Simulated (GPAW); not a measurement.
# Sc (P6_3/mmc) in GPAW: a series of runs

The runs below take Sc through relaxation of cell and atoms, with r4SCAN, PBE+D4.

All numbers are computed with GPAW 26.7.0; they aren't measurements. Logs are shortened: lines on timing, memory, paths and dates and some standing lists are left out, and cuts for length are marked. The log counts tension as positive stress, the text compression.

### 1 The crystal as given

Symmetry: P6_3/mmc, No. 194, hexagonal system. The conventional cell has a = 3.309 Å, b = 3.309 Å, c = 5.273 Å, α = 90.00°, β = 90.00°, γ = 120.00°. Sc (site symmetry -6m2) is surrounded by 12 Sc at 3.26 to 3.31 Å.

### 2 Relaxation of cell and atoms, r4SCAN

run.py

```python
from ase.filters import FrechetCellFilter
from ase.io import write
from ase.optimize import LBFGS
from ase.spacegroup import crystal
from gpaw import GPAW, PW

# Sc 2c
atoms = crystal(['Sc'],
                basis=[[0.6666666667, 0.3333333333, 0.75]],
                spacegroup=194, setting=1,  # P6_3/mmc
                cellpar=[3.309, 3.309, 5.2733, 90.0, 90.0, 120.0],
                primitive_cell=True)

calc = GPAW(mode=PW(600),
            xc='MGGA_X_R4SCAN+MGGA_C_R2SCAN',
            kpts={'size': (7, 7, 4), 'gamma': True},
            occupations={'name': 'fermi-dirac', 'width': 0.05},
            nbands=23,
            convergence={'density': 1e-06, 'energy': 1e-06, 'eigenstates': 1e-10},
            maxiter=150,
            txt='gpaw.txt')
atoms.calc = calc
opt = LBFGS(FrechetCellFilter(atoms), trajectory='relax.traj', logfile='-')
done = opt.run(fmax=0.05, steps=100)
calc.write('gs.gpw')
write('result.traj', atoms)
print('Converged:', done)
print('Cell:', atoms.cell.cellpar().round(4))
print('Volume:', round(atoms.get_volume(), 4))
print(atoms.get_scaled_positions().round(5))
```

Potentials or basis: GPAW PAW data sets (gpaw-data 1.2.1), pw.

Started as:

```
OMP_NUM_THREADS=1 python run.py
```

gpaw.txt:

```text
__  _  _
 | _ |_)|_||  |
 |__||  | ||/\| - 26.7.0

Input parameters:
  mode=PW(ecut=600.0),
  convergence={'density': 1e-06, 'energy': 1e-06, 'eigenstates': 1e-10},
  kpts=MonkhorstPack(size=(7, 7, 4), gamma=True),
  maxiter=150,
  nbands=23,
  occupations=Occupations(name='fermi-dirac', width=0.05),
  xc=XC(name='MGGA_X_R4SCAN+MGGA_C_R2SCAN')

Diagonalizing LCAO Hamiltonian
Converting LCAO to pw mode

           Sc

        Sc

Atoms  # Å, Bohr magnetons
|   | symbol |         x |        y |        z |    initial magnetic moments |
|---|--------|-----------|----------|----------|-----------------------------|
| 0 |     Sc |  1.654500 | 0.955226 | 3.954975 | ( 0.0000,  0.0000,  0.0000) |
| 1 |     Sc | -0.000000 | 1.910452 | 1.318325 | ( 0.0000,  0.0000,  0.0000) |

Unit cell  # Å
| periodic |         x |        y |        z |  lengths |     angles |
|----------|-----------|----------|----------|----------|------------|
|      yes |  3.309000 | 0.000000 | 0.000000 | 3.309000 |  90.000000 |
|      yes | -1.654500 | 2.865678 | 0.000000 | 3.309000 |  90.000000 |
|      yes |  0.000000 | 0.000000 | 5.273300 | 5.273300 | 120.000000 |

Number of symmetries: 12
Symmetry operations  # r_c * U_cc + t_c -> r_c
|    | kind |            matrix            |
|----|------|------------------------------|
|  0 |  σ   |  1, 1, 0,  0,-1, 0,  0, 0, 1 |
|  1 |  S6  |  1, 1, 0, -1, 0, 0,  0, 0,-1 |
|  2 |  E   |  1, 0, 0,  0, 1, 0,  0, 0, 1 |
|  3 |  C2  |  1, 0, 0, -1,-1, 0,  0, 0,-1 |
|  4 |  C2  |  0, 1, 0,  1, 0, 0,  0, 0,-1 |
|  5 |  C3  |  0, 1, 0, -1,-1, 0,  0, 0, 1 |
|  6 |  S6  |  0,-1, 0,  1, 1, 0,  0, 0,-1 |
|  7 |  σ   |  0,-1, 0, -1, 0, 0,  0, 0, 1 |
|  8 |  σ   | -1, 0, 0,  1, 1, 0,  0, 0, 1 |
|  9 |  i   | -1, 0, 0,  0,-1, 0,  0, 0,-1 |
| 10 |  C3  | -1,-1, 0,  1, 0, 0,  0, 0, 1 |
| 11 |  C2  | -1,-1, 0,  0, 1, 0,  0, 0,-1 |
[... 160 lines left out ...]
|          2 |       -23.786 |     2.000 |
|          3 |       -23.441 |     2.000 |
|          4 |       -23.441 |     2.000 |
|          5 |       -23.383 |     2.000 |
|          6 |       -23.383 |     2.000 |
|          7 |       -23.374 |     2.000 |
[... 8 lines left out ...]
|         16 |         8.188 |     0.000 |
|         17 |         8.188 |     0.000 |
|        ... |               |           |
|         22 |        20.191 |     0.000 |

No gap
No difference between direct/indirect transitions

Stress tensor  # eV/Ang^3
|         x |         y |        z |
|-----------|-----------|----------|
| -0.002696 |  0.000000 | 0.000000 |
| -0.000000 | -0.002696 | 0.000000 |
|  0.000000 |  0.000000 | 0.012415 |

Forces  # eV/Ang
|       x |        y |        z |
|---------|----------|----------|
| 0.00000 | -0.00000 | -0.00000 |  # Sc   0
| 0.00000 |  0.00000 |  0.00000 |  # Sc   1

Interpolating wave functions to new cell

           Sc

        Sc

Atoms  # Å, Bohr magnetons
|   | symbol |         x |        y |        z |    initial magnetic moments |
|---|--------|-----------|----------|----------|-----------------------------|
| 0 |     Sc |  1.655297 | 0.955686 | 3.946216 | ( 0.0000,  0.0000,  0.0000) |
| 1 |     Sc | -0.000000 | 1.911372 | 1.315405 | ( 0.0000,  0.0000,  0.0000) |

Unit cell  # Å
| periodic |         x |         y |         z |  lengths |     angles |
|----------|-----------|-----------|-----------|----------|------------|
|      yes |  3.310593 | -0.000000 | -0.000000 | 3.310593 |  90.000000 |
|      yes | -1.655297 |  2.867058 | -0.000000 | 3.310593 |  90.000000 |
|      yes |  0.000000 | -0.000000 |  5.261621 | 5.261621 | 120.000000 |

Number of symmetries: 12
Symmetry operations  # r_c * U_cc + t_c -> r_c
|    | kind |            matrix            |
|----|------|------------------------------|
|  0 |  σ   |  1, 1, 0,  0,-1, 0,  0, 0, 1 |
|  1 |  S6  |  1, 1, 0, -1, 0, 0,  0, 0,-1 |
|  2 |  E   |  1, 0, 0,  0, 1, 0,  0, 0, 1 |
|  3 |  C2  |  1, 0, 0, -1,-1, 0,  0, 0,-1 |
|  4 |  C2  |  0, 1, 0,  1, 0, 0,  0, 0,-1 |
|  5 |  C3  |  0, 1, 0, -1,-1, 0,  0, 0, 1 |
|  6 |  S6  |  0,-1, 0,  1, 1, 0,  0, 0,-1 |
|  7 |  σ   |  0,-1, 0, -1, 0, 0,  0, 0, 1 |
|  8 |  σ   | -1, 0, 0,  1, 1, 0,  0, 0, 1 |
|  9 |  i   | -1, 0, 0,  0,-1, 0,  0, 0,-1 |
| 10 |  C3  | -1,-1, 0,  1, 0, 0,  0, 0, 1 |
| 11 |  C2  | -1,-1, 0,  0, 1, 0,  0, 0,-1 |
[... 159 lines left out ...]
|          2 |       -23.774 |     2.000 |
|          3 |       -23.428 |     2.000 |
|          4 |       -23.428 |     2.000 |
|          5 |       -23.368 |     2.000 |
|          6 |       -23.368 |     2.000 |
|          7 |       -23.358 |     2.000 |
[... 8 lines left out ...]
|         16 |         8.191 |     0.000 |
|         17 |         8.191 |     0.000 |
|        ... |               |           |
|         22 |        20.206 |     0.000 |

No gap
No difference between direct/indirect transitions

Stress tensor  # eV/Ang^3
|         x |         y |        z |
|-----------|-----------|----------|
| -0.002690 |  0.000000 | 0.000000 |
|  0.000000 | -0.002690 | 0.000000 |
|  0.000000 |  0.000000 | 0.011595 |

Forces  # eV/Ang
|        x |        y |        z |
|----------|----------|----------|
|  0.00000 | -0.00000 | -0.00000 |  # Sc   0
| -0.00000 |  0.00000 |  0.00000 |  # Sc   1

Interpolating wave functions to new cell

           Sc

        Sc

Atoms  # Å, Bohr magnetons
|   | symbol |         x |        y |        z |    initial magnetic moments |
|---|--------|-----------|----------|----------|-----------------------------|
| 0 |     Sc |  1.668283 | 0.963183 | 3.815437 | ( 0.0000,  0.0000,  0.0000) |
| 1 |     Sc | -0.000000 | 1.926367 | 1.271812 | ( 0.0000,  0.0000,  0.0000) |

Unit cell  # Å
| periodic |         x |         y |         z |  lengths |     angles |
|----------|-----------|-----------|-----------|----------|------------|
|      yes |  3.336565 | -0.000000 | -0.000000 | 3.336565 |  90.000000 |
|      yes | -1.668283 |  2.889550 |  0.000000 | 3.336565 |  90.000000 |
|      yes | -0.000000 | -0.000000 |  5.087249 | 5.087249 | 120.000000 |

Number of symmetries: 12
Symmetry operations  # r_c * U_cc + t_c -> r_c
|    | kind |            matrix            |
|----|------|------------------------------|
|  0 |  σ   |  1, 1, 0,  0,-1, 0,  0, 0, 1 |
|  1 |  S6  |  1, 1, 0, -1, 0, 0,  0, 0,-1 |
|  2 |  E   |  1, 0, 0,  0, 1, 0,  0, 0, 1 |
|  3 |  C2  |  1, 0, 0, -1,-1, 0,  0, 0,-1 |
|  4 |  C2  |  0, 1, 0,  1, 0, 0,  0, 0,-1 |
|  5 |  C3  |  0, 1, 0, -1,-1, 0,  0, 0, 1 |
|  6 |  S6  |  0,-1, 0,  1, 1, 0,  0, 0,-1 |
|  7 |  σ   |  0,-1, 0, -1, 0, 0,  0, 0, 1 |
|  8 |  σ   | -1, 0, 0,  1, 1, 0,  0, 0, 1 |
|  9 |  i   | -1, 0, 0,  0,-1, 0,  0, 0,-1 |
| 10 |  C3  | -1,-1, 0,  1, 0, 0,  0, 0, 1 |
| 11 |  C2  | -1,-1, 0,  0, 1, 0,  0, 0,-1 |
[... 166 lines left out ...]
|          2 |       -23.625 |     2.000 |
|          3 |       -23.252 |     2.000 |
|          4 |       -23.252 |     2.000 |
|          5 |       -23.175 |     2.000 |
|          6 |       -23.175 |     2.000 |
|          7 |       -23.145 |     2.000 |
[... 8 lines left out ...]
|         16 |         8.214 |     0.000 |
|         17 |         8.214 |     0.000 |
|        ... |               |           |
|         22 |        20.428 |     0.000 |

No gap
No difference between direct/indirect transitions

Stress tensor  # eV/Ang^3
|         x |         y |         z |
|-----------|-----------|-----------|
| -0.000866 | -0.000000 |  0.000000 |
| -0.000000 | -0.000866 | -0.000000 |
|  0.000000 | -0.000000 | -0.007420 |

Forces  # eV/Ang
|        x |        y |        z |
|----------|----------|----------|
|  0.00000 |  0.00000 | -0.00000 |  # Sc   0
| -0.00000 | -0.00000 |  0.00000 |  # Sc   1

Interpolating wave functions to new cell

           Sc

        Sc

Atoms  # Å, Bohr magnetons
|   | symbol |         x |        y |        z |    initial magnetic moments |
|---|--------|-----------|----------|----------|-----------------------------|
| 0 |     Sc |  1.664202 | 0.960828 | 3.860824 | ( 0.0000,  0.0000,  0.0000) |
| 1 |     Sc | -0.000000 | 1.921655 | 1.286941 | ( 0.0000,  0.0000,  0.0000) |

Unit cell  # Å
| periodic |         x |         y |        z |  lengths |     angles |
|----------|-----------|-----------|----------|----------|------------|
|      yes |  3.328405 | -0.000000 | 0.000000 | 3.328405 |  90.000000 |
|      yes | -1.664202 |  2.882483 | 0.000000 | 3.328405 |  90.000000 |
|      yes | -0.000000 | -0.000000 | 5.147765 | 5.147765 | 120.000000 |

Number of symmetries: 12
Symmetry operations  # r_c * U_cc + t_c -> r_c
|    | kind |            matrix            |
|----|------|------------------------------|
|  0 |  σ   |  1, 1, 0,  0,-1, 0,  0, 0, 1 |
|  1 |  S6  |  1, 1, 0, -1, 0, 0,  0, 0,-1 |
|  2 |  E   |  1, 0, 0,  0, 1, 0,  0, 0, 1 |
|  3 |  C2  |  1, 0, 0, -1,-1, 0,  0, 0,-1 |
|  4 |  C2  |  0, 1, 0,  1, 0, 0,  0, 0,-1 |
|  5 |  C3  |  0, 1, 0, -1,-1, 0,  0, 0, 1 |
|  6 |  S6  |  0,-1, 0,  1, 1, 0,  0, 0,-1 |
|  7 |  σ   |  0,-1, 0, -1, 0, 0,  0, 0, 1 |
|  8 |  σ   | -1, 0, 0,  1, 1, 0,  0, 0, 1 |
|  9 |  i   | -1, 0, 0,  0,-1, 0,  0, 0,-1 |
| 10 |  C3  | -1,-1, 0,  1, 0, 0,  0, 0, 1 |
| 11 |  C2  | -1,-1, 0,  0, 1, 0,  0, 0,-1 |
[... 168 lines left out ...]
|          2 |       -23.682 |     2.000 |
|          3 |       -23.320 |     2.000 |
|          4 |       -23.320 |     2.000 |
|          5 |       -23.249 |     2.000 |
|          6 |       -23.249 |     2.000 |
|          7 |       -23.225 |     2.000 |
[... 8 lines left out ...]
|         16 |         8.199 |     0.000 |
|         17 |         8.199 |     0.000 |
|        ... |               |           |
|         22 |        20.338 |     0.000 |

No gap
No difference between direct/indirect transitions

Stress tensor  # eV/Ang^3
|         x |         y |         z |
|-----------|-----------|-----------|
| -0.001089 |  0.000000 |  0.000000 |
| -0.000000 | -0.001089 |  0.000000 |
|  0.000000 |  0.000000 | -0.000551 |

Forces  # eV/Ang
|       x |        y |        z |
|---------|----------|----------|
| 0.00000 |  0.00000 |  0.00000 |  # Sc   0
| 0.00000 | -0.00000 | -0.00000 |  # Sc   1

# Writing to gs.gpw (mode='')
```

Run time: 9.7 min. Hardware: 1 thread of Arm Neoverse V1, shared host; peak memory 0.52 GiB.

What came out:

```
Free energy                            : -20.1081 eV
Relaxed volume                         : 24.69 Å³/atom
Relaxed cell                           : a = 3.328 Å, b = 3.328 Å, c = 5.148 Å, α = 90.00°, β = 90.00°, γ = 120.00°
Space group after relaxing (to 0.05 Å) : P6_3/mmc (No. 194)
Energy gained by relaxing              : 5.3 meV/atom
Ionic steps                            : 4
Pressure after relaxing                : 0.1 GPa
Band gap on the k mesh                 : none (metal or under the smearing width)
```

The path:
```csv
step,energy change (eV),largest force (eV/Å),pressure (GPa),volume (Å³)
1,0.0000,0.0000,-0.38,50.00
2,-0.0017,0.0000,-0.33,49.94
3,-0.0086,0.0000,0.49,49.05
4,-0.0107,0.0000,0.15,49.39
```

Final structure:
```xyz
2
Lattice="3.3284 0.0000 0.0000 -1.6642 2.8825 0.0000 0.0000 0.0000 5.1478" Properties=species:S:1:pos:R:3 pbc="T T T"
Sc    1.6642    0.9608    3.8608
Sc    0.0000    1.9217    1.2869
```

Levels at points of the mesh, in eV from the Fermi level:
```csv
k point,band 9,band 10,band 11,band 12,band 13,band 14
"(0.00, 0.00, 0.00)",-5.43,-1.68,0.58,1.81,1.81,2.07
"(0.00, 0.00, 0.50)",-3.81,-3.81,1.11,1.11,1.71,1.71
```

Caveat: later steps reuse the first step's grids; the PAW data sets were made with another functional, which shifts forces and pressure a little.

### 3 Relaxation of cell and atoms, PBE+D4

run.py

```python
from ase.calculators.mixing import SumCalculator
from ase.filters import FrechetCellFilter
from ase.io import read, write
from ase.optimize import BFGS
from dftd4.ase import DFTD4
from gpaw import GPAW, PW

atoms = read('POSCAR')

calc = GPAW(mode=PW(600),
            xc='PBE',
            kpts={'size': (7, 7, 4), 'gamma': True},
            occupations={'name': 'fermi-dirac', 'width': 0.05},
            nbands=23,
            convergence={'density': 1e-05, 'energy': 1e-05},
            maxiter=150,
            txt='gpaw.txt')
atoms.calc = SumCalculator([calc, DFTD4(method='pbe')])
opt = BFGS(FrechetCellFilter(atoms), trajectory='relax.traj', logfile='-')
done = opt.run(fmax=0.02, steps=40)
calc.write('gs.gpw')
write('result.traj', atoms)
print('Converged:', done)
print('Cell:', atoms.cell.cellpar().round(4))
print('Volume:', round(atoms.get_volume(), 4))
print(atoms.get_scaled_positions().round(5))
```

POSCAR

```
Sc
1.0
    3.3090000000      0.0000000000      0.0000000000
   -1.6545000000      2.8656780611      0.0000000000
    0.0000000000      0.0000000000      5.2733000000
Sc
2
Direct
    0.6666666667      0.3333333333      0.7500000000
    0.3333333333      0.6666666667      0.2500000000
```

Potentials or basis: GPAW PAW data sets (gpaw-data 1.2.1), pw.

Started as:

```
OMP_NUM_THREADS=1 python run.py
```

Wall time 95 s (1 thread of Arm Neoverse V1, shared host); peak memory 0.26 GiB.

The run converged. Its results:

- Free energy: -9.9082 eV
- Relaxed volume: 23.81 Å³/atom
- Relaxed cell: a = 3.285 Å, b = 3.285 Å, c = 5.095 Å, α = 90.00°, β = 90.00°, γ = 120.00°
- Space group after relaxing (to 0.05 Å): P6_3/mmc (No. 194)
- Energy gained by relaxing: 14.5 meV/atom
- Ionic steps: 7
- Pressure after relaxing: -0.1 GPa
- Band gap on the k mesh: none (metal or under the smearing width)
- Dispersion energy per atom: -0.275 eV

Step by step:
| step | energy change (eV) | largest force (eV/Å) | pressure (GPa) | volume (Å³) |
| --- | --- | --- | --- | --- |
| 1 | 0.0000 | 0.0000 | -2.57 | 50.00 |
| 2 | -0.0079 | 0.0005 | -2.16 | 49.58 |
| 3 | -0.0279 | 0.0004 | 0.37 | 47.29 |
| 4 | -0.0282 | 0.0010 | 0.18 | 47.44 |
| 5 | -0.0286 | 0.0000 | -0.02 | 47.61 |
| 6 | -0.0289 | 0.0002 | -0.11 | 47.67 |
| 7 | -0.0290 | 0.0002 | -0.05 | 47.62 |

Final structure:
```
CELL_PARAMETERS angstrom
3.28526 0.00000 0.00000
-1.64263 2.84512 0.00000
0.00000 0.00000 5.09500
ATOMIC_POSITIONS crystal
Sc 0.66667 0.33333 0.74999
Sc 0.33333 0.66667 0.25001
```

Levels at points of the mesh, in eV from the Fermi level:
```tsv
k point	band 9	band 10	band 11	band 12	band 13	band 14
(0.00, 0.00, 0.00)	-5.18	-1.65	0.72	1.65	1.65	1.95
(0.00, 0.00, 0.50)	-3.59	-3.59	1.03	1.03	1.55	1.55
```

Caveat: later steps reuse the first step's grids; pairwise dispersion overbinds metals, which lowers pressure and volume.
